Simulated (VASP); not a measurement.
Wanted: the native input for a VASP 6.6.1 run.

* Task: dielectric tensor
* Functional: PBEsol
* Potentials or basis: VASP PAW PBE potentials, release 64 (Li_sv, S)
* Cutoff: 600 eV
* k mesh: 14 × 14 × 14
* Occupations: gaussian, width 0.03 eV
* Spin: no spin polarisation
* Monkhorst-Pack mesh: yes
* Further INCAR settings: ALGO = Normal; EDIFF = 1e-08

The structure of Li2S lies in POSCAR:

```
Li2S                                    
1.0
    0.0000000000      2.8269536215      2.8269536215
    2.8269536215      0.0000000000      2.8269536215
    2.8269536215      2.8269536215      0.0000000000
  Li              S             
     2     1
Direct
     0.2500000000000000    0.2500000000000000    0.2500000000000000
     0.7500000000000000    0.7500000000000000    0.7500000000000000
     0.0000000000000000    0.0000000000000000    0.0000000000000000
```

The input as run:

INCAR

```
SYSTEM = Li2S
PREC = Accurate ; ENCUT = 600
EDIFF = 1E-8 ; ISMEAR = 0
SIGMA = 0.03 ; LREAL = .False.
LASPH = .True. ; NELM = 80
ALGO = Normal ; ISIF = 2
LWAVE = .False. ; LCHARG = .False.
GGA = PS ; LEPSILON = .True.
KPAR = 2
```

KPOINTS

```
Automatic mesh
0
Monkhorst
  14 14 14
  0 0 0
```

Potentials or basis: VASP PAW PBE potentials, release 64 (Li_sv, S).

Command:

```sh
$ cat potpaw_PBE.64/Li_sv/POTCAR potpaw_PBE.64/S/POTCAR > POTCAR
$ mpirun -np 2 vasp_std > vasp.out
```

Results of the run:

```json
{"Electronic dielectric tensor (diagonal)": "3.98", "Born charges (mean of the diagonal)": "Li +0.93; S -1.86 e"}
```

Wall time 16 min on 2 MPI ranks on Intel(R) Xeon(R) Platinum 8488C (Sapphire Rapids), on a shared host, peak memory 0.95 GiB a rank.
